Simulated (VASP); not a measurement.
Output of a VASP run:

OSZICAR:
```
       N       E                     dE             d eps       ncg     rms          rms(c)
DAV:   1     0.193913048226E+03    0.19391E+03   -0.14849E+04   640   0.156E+03
DAV:   2    -0.272864383910E+02   -0.22120E+03   -0.21744E+03   840   0.391E+02
DAV:   3    -0.347025518157E+02   -0.74161E+01   -0.74095E+01   936   0.734E+01
DAV:   4    -0.349500211025E+02   -0.24747E+00   -0.24741E+00   912   0.100E+01
DAV:   5    -0.349534800155E+02   -0.34589E-02   -0.34589E-02   856   0.106E+00    0.240E+01
DAV:   6    -0.286529271318E+02    0.63006E+01   -0.36970E+01   720   0.468E+01    0.954E+00
DAV:   7    -0.285956977673E+02    0.57229E-01   -0.14209E+00   880   0.985E+00    0.596E+00
DAV:   8    -0.285663913448E+02    0.29306E-01   -0.17691E-01   832   0.438E+00    0.459E-01
DAV:   9    -0.285672680580E+02   -0.87671E-03   -0.14088E-02   840   0.888E-01    0.328E-01
DAV:  10    -0.285684616506E+02   -0.11936E-02   -0.46948E-03   744   0.703E-01    0.129E-01
DAV:  11    -0.285684911894E+02   -0.29539E-04   -0.15347E-03   872   0.322E-01    0.129E-01
DAV:  12    -0.285684365595E+02    0.54630E-04   -0.32791E-04   688   0.143E-01    0.514E-03
DAV:  13    -0.285684382308E+02   -0.16713E-05   -0.11763E-05   856   0.258E-02    0.328E-03
DAV:  14    -0.285684385369E+02   -0.30611E-06   -0.20863E-06   616   0.102E-02
   1 F= -.28568439E+02 E0= -.28568439E+02  d E =-.285684E+02
```

**OUTCAR**
```
------------------------ aborting loop because EDIFF is reached ----------------------------------------
  FORCE on cell =-STRESS in cart. coord.  units (eV):
  Direction    XX          YY          ZZ          XY          YZ          ZX
  --------------------------------------------------------------------------------------
  Total       -0.0158358     -0.0158358     -0.0158358      0.0000000      0.0000000      0.0000000
  in kB       -0.7568419     -0.7568419     -0.7568419      0.0000000      0.0000000      0.0000000
  external PRESSURE =      -0.7568419 kB  Pullay stress =       0.0000000 kB
  volume of cell :       33.52
      direct lattice vectors                 reciprocal lattice vectors
     0.000000000  2.559204584  2.559204584    -0.195373204  0.195373204  0.195373204
     2.559204584  0.000000000  2.559204584     0.195373204 -0.195373204  0.195373204
     2.559204584  2.559204584  0.000000000     0.195373204  0.195373204 -0.195373204
 POSITION                                       TOTAL-FORCE (eV/Angst)
 -----------------------------------------------------------------------------------
      0.00000      0.00000      0.00000        -0.000000     -0.000000     -0.000000
      1.27960      1.27960      1.27960         0.000000     -0.000000     -0.000000
      3.83881      3.83881      3.83881        -0.000000      0.000000      0.000000
 -----------------------------------------------------------------------------------
    total drift:                                0.000000      0.000000      0.000000
  FREE ENERGIE OF THE ION-ELECTRON SYSTEM (eV)
  ---------------------------------------------------
  free  energy   TOTEN  =       -28.5684385369 eV

  energy  without entropy=      -28.5684385369  energy(sigma->0) =      -28.56843854

 reached required accuracy - stopping structural energy minimisation
```
(Selected blocks of OUTCAR.)

### POSCAR
```
ZrO2
1
   -0.0000000000     2.5592045839     2.5592045839
    2.5592045839    -0.0000000000     2.5592045839
    2.5592045839     2.5592045839     0.0000000000
Zr O
1 2
Direct
  0.0000000000   0.0000000000   0.0000000000
  0.2500000000   0.2500000000   0.2500000000
  0.7500000000   0.7500000000   0.7500000000
```

Task: Write an INCAR and KPOINTS that could have produced this output.

Result: Several could match; the one computed here: the input of the run itself, PBE GGA, plane waves, VASP's PBE PAW potentials (set 64).

### INCAR
```
SIGMA = 0.05   ! width (eV)
PREC = Accurate
LMAXMIX = 4   ! l cut-off of mixed one-centre charges
ALGO = Normal
ISMEAR = 0   ! Gaussian
GGA = PE   ! PBE
NSW = 60
LCHARG = .FALSE.
LASPH = .TRUE.   ! aspherical one-centre terms
EDIFF = 1E-6   ! SCF stop (eV)
LREAL = .FALSE.   ! projection in real space or not
ENCUT = 530   ! plane-wave cut-off (eV)
ISIF = 3   ! ions, shape and volume
IBRION = 2
NELM = 100   ! most electronic steps
LWAVE = .FALSE.
SYSTEM = ZrO2
EDIFFG = -0.02   ! ionic stop
```

### KPOINTS
```
K-points
0
G
7 7 7
```

POTCAR, in this order: Zr_sv O (PBE.64 set). Program: vasp_std.

The compound is ZrO2 in the fluorite structure, the high-temperature cubic form, which is unstable at 0 K; the monoclinic form is the stable one. It was relaxed first. The start is the result of an earlier pass.
